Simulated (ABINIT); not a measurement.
PbO2:

```
Pb O
1.0
     4.99496    0.00000    0.00000
     0.00000    4.99496    0.00000
     0.00000    0.00000    3.40900
Pb O
2 4
Direct
  0.50000 0.50000 0.50000
  0.00000 0.00000 0.00000
  0.69257 0.69257 0.00000
  0.80743 0.19257 0.50000
  0.19257 0.80743 0.50000
  0.30743 0.30743 0.00000
```

The cell is a database's computed one.

| Quantity | Value |
| --- | --- |
| Program | ABINIT 10.8.3 (patched build) |
| Task | relaxation of cell and atoms |
| Functional | LDA |
| Potentials or basis | JTH PAW LDA v2.0 |
| Cutoff | 626 eV |
| k mesh | 4 × 4 × 5 |
| Occupations | fermi-dirac, width 0.05 eV |
| Spin | no spin polarisation |

At the start: pressure -3.7 GPa; volume 14.18 Å³/atom.

Problem. Where does the relaxation end?

Solution. Over 9 steps the energy falls by 4.4 meV/atom and the volume is 13.79 Å³/atom (-2.7 %); space group P4_2/mnm (No. 136, to 0.05 Å).

The path:
```csv
step,energy change (eV),largest force (eV/Å),pressure (GPa),volume (Å³)
1,0.0000,0.0559,-3.69,85.05
2,-0.0174,0.0192,-2.08,84.10
3,-0.0251,0.0253,0.08,82.89
4,-0.0254,0.0196,0.02,82.91
5,-0.0265,0.0130,-0.06,82.81
6,-0.0265,0.0128,-0.01,82.77
7,-0.0265,0.0101,0.02,82.75
8,-0.0265,0.0046,0.03,82.75
9,-0.0265,0.0007,0.02,82.76
```

Final structure:
```
CELL_PARAMETERS angstrom
4.93480 0.00000 0.00000
0.00000 4.93480 0.00000
0.00000 0.00000 3.39830
ATOMIC_POSITIONS crystal
Pb 0.50000 0.50000 0.50000
Pb 0.00000 0.00000 0.00000
O 0.69257 0.69257 0.00000
O 0.80743 0.19257 0.50000
O 0.19257 0.80743 0.50000
O 0.30743 0.30743 0.00000
```
